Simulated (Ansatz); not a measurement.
A run of Ansatz 0.2.0 is set up as follows.

Contents of input.yaml:

```yaml
crystal:
  lattice:
    - [2.4480228978, 0.0, 0.0]
    - [-1.2240114489, 2.1200500186, 0.0]
    - [0.0, 0.0, 4.07280757]
  atoms:
    - { symbol: Ni, position: [0.6666666667, 0.3333333333, 0.75], spin: 1.0 }
    - { symbol: Ni, position: [0.3333333333, 0.6666666667, 0.25], spin: 1.0 }
hamiltonian:
  xc: pbesol
  pseudopotentials: { kind: paw }
magnetization:
  spin_polarized: true
kpoints:
  mp_grid: { grid: [12, 12, 7] }
scf:
  occupations: { method: fermi_dirac, width: 0.05 }
output:
  forces: true
  stress: true
  eigenvalues: true
  write_density: true
  write_potential: true
  elf: true
  volumetric_format: npy
```

Potentials or basis: Ansatz PAW.

Launch:

```console
$ ansatz run input.yaml --threads 2 --pin off --max-ram 5632MiB --backend cpu --events-out ev --progress --plain --runs-dir out
```

(1) Predict the pressure.

(2) What does it give for the site moments?

## Answers

(1) -3.0 GPa.

(2) Ni +0.69 μB.

Caveat: the PAW data sets come from PBE, with cores solved anew for the run's functional, which leaves a small shift of forces and pressure.
